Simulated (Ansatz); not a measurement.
A plane-wave DFT run in Ansatz 0.2.0 (scalar-relativistic PAW potentials unless the input names others): input and command.

```yaml
crystal:
  lattice:
    - [2.4649796649, 0.0, 0.0]
    - [-1.2324898325, 2.1347350096, 0.0]
    - [0.0, 0.0, 33.6268653246]
  atoms:
    - { symbol: C, position: [0.0, 0.0, 0.2527740886] }
    - { symbol: C, position: [0.6666666667, 0.3333333333, 0.2527740816] }
    - { symbol: C, position: [0.0, 0.0, 0.3529682709] }
    - { symbol: C, position: [0.3333333333, 0.6666666667, 0.3529682639] }
    - { symbol: C, position: [0.0, 0.0, 0.4531295854] }
    - { symbol: C, position: [0.6666666667, 0.3333333333, 0.4531262879] }
    - { symbol: C, position: [0.0, 0.0, 0.5531135818] }
    - { symbol: C, position: [0.3333333333, 0.6666666667, 0.5531183487] }
    - { symbol: C, position: [0.0, 0.0, 0.653607684] }
    - { symbol: C, position: [0.6666666667, 0.3333333333, 0.6536111174] }
    - { symbol: C, position: [0.3333333333, 0.6666666667, 0.7475242485] }
    - { symbol: O, position: [0.3333333333, 0.6666666667, 0.7812539512] }
basis:
  ecutwfc: 420
kpoints:
  mp_grid: { grid: [12, 12, 1] }
hamiltonian:
  xc: pbe
  dispersion: d3bjatm
scf:
  occupations: { method: gaussian, width: 0.1 }
  algorithm: density_mixing
output:
  forces: true
  eigenvalues: true
efield:
  axis: 3
  dipole_correction: true
  ramp_width: 0.04
```

```bash
ansatz run input.yaml --threads 1 --pin off --max-ram 2560MiB --backend cpu --events-out ev --progress --plain --runs-dir out
```

Abridged log:
```
Basis set: ecut = 420 eV, 3335 PW (Γ), exchange–correlation on 36×36×450 points (8 copies of the dense FFT grid, shifted against one another)
Bands: 37, of which v1, the nominal top of the filled ones, is band 25 counted from 1 (24 counted from 0)
Symmetry: 6 space group operations
k-points: 19 of 144 (time reversal used)
SCF iter   1: F=—  HF=-3326.324452 eV  |F-HF|=—  |Δ(HF+E_count)|=         —  Δρ=4.30e-3  dr2=4.65e-1  ethr=1.77e-3  p=-0.150 e·Å  D=-1.54e-1 V/Å  ΔV_dip=5.16 eV  dr2_dipole=3.49e-1  V_vac-E_F(+/−)=9.57/4.41 eV  ⟨swp⟩=13.1  Hψ=4569  notcnv=0  defer=11
efield: sawtooth ramp at fractional position 0.9970 (placed from the atoms, in the widest stretch of the axis that holds none; the zero of the levels goes with the place), width 0.0400; the density the first Hamiltonian is built on has a dipole p = -0.150 e·Å; the dipole correction subtracts the counter field D = -1.54e-1 V/Å, which shifts the + side's vacuum level by +5.16 eV against the − side's; the planar-averaged density in the ramp window peaks in size at 4.8e-5 e/Å³
SCF iter   2: F=—  HF=-3326.297397 eV  |F-HF|=—  |Δ(HF+E_count)|=   2.71e-2  Δρ=5.95e-3  dr2=3.01e-1  ethr=9.30e-4  p=-0.080 e·Å  D=-8.21e-2 V/Å  ΔV_dip=2.76 eV  dr2_dipole=9.50e-2  V_vac-E_F(+/−)=6.77/4.01 eV  ⟨swp⟩=3.3  Hψ=1296  notcnv=0  defer=83
SCF iter   3: F=—  HF=-3326.251772 eV  |F-HF|=—  |Δ(HF+E_count)|=   4.56e-2  Δρ=4.84e-3  dr2=6.48e-1  ethr=6.02e-4  p=-0.030 e·Å  D=-3.11e-2 V/Å  ΔV_dip=1.05 eV  dr2_dipole=4.48e-1  V_vac-E_F(+/−)=5.61/4.56 eV  ⟨swp⟩=4.3  Hψ=1645  notcnv=0  defer=93  recentre
SCF iter   4: F=—  HF=-3326.243500 eV  |F-HF|=—  |Δ(HF+E_count)|=   8.27e-3  Δρ=1.65e-3  dr2=1.49e-1  ethr=6.02e-4  p=-0.073 e·Å  D=-7.52e-2 V/Å  ΔV_dip=2.53 eV  dr2_dipole=1.30e-1  V_vac-E_F(+/−)=6.70/4.17 eV  ⟨swp⟩=3.6  Hψ=1123  notcnv=0  defer=59
SCF iter   5: F=—  HF=-3326.223325 eV  |F-HF|=—  |Δ(HF+E_count)|=   2.02e-2  Δρ=2.59e-3  dr2=1.10e-1  ethr=2.97e-4  p=-0.048 e·Å  D=-4.93e-2 V/Å  ΔV_dip=1.66 eV  dr2_dipole=5.90e-2  V_vac-E_F(+/−)=5.87/4.21 eV  ⟨swp⟩=2.5  Hψ=994  notcnv=0  defer=69
SCF iter   6: F=—  HF=-3326.216278 eV  |F-HF|=—  |Δ(HF+E_count)|=   7.05e-3  Δρ=6.90e-4  dr2=1.72e-2  ethr=2.20e-4  p=-0.042 e·Å  D=-4.33e-2 V/Å  ΔV_dip=1.46 eV  dr2_dipole=1.31e-2  V_vac-E_F(+/−)=5.75/4.29 eV  ⟨swp⟩=1.8  Hψ=827  notcnv=0  defer=71
SCF iter   7: F=—  HF=-3326.215821 eV  |F-HF|=—  |Δ(HF+E_count)|=   4.57e-4  Δρ=3.97e-4  dr2=8.21e-3  ethr=3.44e-5  p=-0.046 e·Å  D=-4.70e-2 V/Å  ΔV_dip=1.58 eV  dr2_dipole=7.34e-3  V_vac-E_F(+/−)=5.84/4.26 eV  ⟨swp⟩=2.1  Hψ=703  notcnv=0  defer=68
SCF iter   8: F=—  HF=-3326.215605 eV  |F-HF|=—  |Δ(HF+E_count)|=   2.16e-4  Δρ=1.62e-4  dr2=1.32e-3  ethr=1.64e-5  p=-0.045 e·Å  D=-4.58e-2 V/Å  ΔV_dip=1.54 eV  dr2_dipole=1.16e-3  V_vac-E_F(+/−)=5.81/4.27 eV  ⟨swp⟩=1.0  Hψ=625  notcnv=0  defer=67
SCF iter   9: F=—  HF=-3326.215571 eV  |F-HF|=—  |Δ(HF+E_count)|=   3.38e-5  Δρ=9.12e-5  dr2=1.49e-4  ethr=2.65e-6  p=-0.044 e·Å  D=-4.53e-2 V/Å  ΔV_dip=1.52 eV  dr2_dipole=1.05e-4  V_vac-E_F(+/−)=5.79/4.27 eV  ⟨swp⟩=1.1  Hψ=613  notcnv=0  defer=67
SCF iter  10: F=—  HF=-3326.215588 eV  |F-HF|=—  |Δ(HF+E_count)|=   1.71e-5  Δρ=1.19e-4  dr2=9.71e-4  ethr=2.98e-7  p=-0.045 e·Å  D=-4.57e-2 V/Å  ΔV_dip=1.54 eV  dr2_dipole=8.39e-4  V_vac-E_F(+/−)=5.80/4.27 eV  ⟨swp⟩=1.7  Hψ=740  notcnv=0  defer=67  recentre
SCF iter  11: F=—  HF=-3326.215574 eV  |F-HF|=—  |Δ(HF+E_count)|=   1.47e-5  Δρ=6.76e-5  dr2=3.39e-4  ethr=2.98e-7  p=-0.044 e·Å  D=-4.47e-2 V/Å  ΔV_dip=1.50 eV  dr2_dipole=3.02e-4  V_vac-E_F(+/−)=5.78/4.27 eV  ⟨swp⟩=1.6  Hψ=623  notcnv=0  defer=67
SCF iter  12: F=—  HF=-3326.215554 eV  |F-HF|=—  |Δ(HF+E_count)|=   1.95e-5  Δρ=1.99e-5  dr2=2.50e-5  ethr=2.98e-7  p=-0.044 e·Å  D=-4.50e-2 V/Å  ΔV_dip=1.51 eV  dr2_dipole=2.21e-5  V_vac-E_F(+/−)=5.79/4.27 eV  ⟨swp⟩=1.0  Hψ=779  notcnv=0  defer=65
SCF iter  13: F=—  HF=-3326.215517 eV  |F-HF|=—  |Δ(HF+E_count)|=   3.78e-5  Δρ=5.71e-6  dr2=1.93e-7  ethr=5.00e-8  p=-0.044 e·Å  D=-4.51e-2 V/Å  ΔV_dip=1.52 eV  dr2_dipole=1.65e-7  V_vac-E_F(+/−)=5.79/4.27 eV  ⟨swp⟩=1.1  Hψ=617  notcnv=0  defer=65
SCF iter  14: F=-3326.215517 eV  HF=-3326.215517 eV  |F-HF|=7.98e-9  |Δ(HF+E_count)|=   1.04e-8  Δρ=2.42e-6  dr2=1.24e-8  ethr=2.00e-10  p=-0.044 e·Å  D=-4.51e-2 V/Å  ΔV_dip=1.52 eV  dr2_dipole=3.18e-9  V_vac-E_F(+/−)=5.79/4.27 eV  ⟨swp⟩=43.6  Hψ=5149  notcnv=0
the search or the solves at the SCF's close seem to have found levels that the self-consistency loop had missed (the run counts 1). By its estimate they hold under 1e-12 electrons; where the run keeps them, the occupations were computed again with them
SCF 1 converged in 14 iterations: F = -3326.215517 eV  dr2 = 1.24e-8
SCF converged after 14 iterations
Free energy (F): -3326.215517 eV
Harris-Foulkes:  -3326.215517 eV  (|F-HF|=7.98e-9)
Internal energy: -3326.211089 eV  (E = F + TS)
E sigma→0 (E₀):  -3326.213303 eV
Entropy (-TS):   -0.004427 eV (-0.369 meV/atom)
Fermi energy:    2.029150 eV
Dipole field:    D = -0.045064 V/Å  (p = -0.044067 e·Å, saw-weighted, corrected)
Work function:   Φ+ = 5.7882 eV   Φ− = 4.2728 eV
Levels:          The Fermi level and band energies are counted from a zero that moves with the ramp; work functions are not
  E_disp       = -1.627837  (pairwise vdW)
--- Forces (eV/Å), atoms counted from 1 ---
  atom   1  C      0.00000000     0.00000000     0.00798683
  atom   2  C      0.00000000     0.00000000    -0.01431719
  atom   3  C      0.00000000     0.00000000    -0.00485114
  atom   4  C      0.00000000     0.00000000     0.00164113
  atom   5  C      0.00000000     0.00000000     0.00145384
  atom   6  C      0.00000000     0.00000000    -0.00031383
  atom   7  C      0.00000000     0.00000000     0.00332209
  atom   8  C      0.00000000     0.00000000    -0.00316840
  atom   9  C      0.00000000     0.00000000    -0.00388971
  atom  10  C      0.00000000     0.00000000     0.00522280
  atom  11  C      0.00000000     0.00000000     0.01159750
  atom  12  O      0.00000000     0.00000000    -0.00475341
```

Apart from outputs, empty bands and the relaxation, which only the reference makes, the input differs from a reference run on usual settings in hamiltonian.dispersion: "d3bj" → "d3bjatm"; scf.algorithm: not typed → "density_mixing". The reference, at the same geometry, ended its own course with largest force 0.012 eV/Å, no gap on the mesh. This run converged in 14 SCF iterations with an energy at zero smearing 6.90 meV/atom above the reference's (the Hamiltonian itself differs), largest force 0.014 eV/Å, no gap on the mesh.

It took 16 s on 1 thread of AMD EPYC 7R43 64-Core Processor (Zen 3), with other jobs on the host, peak memory 0.45 GiB.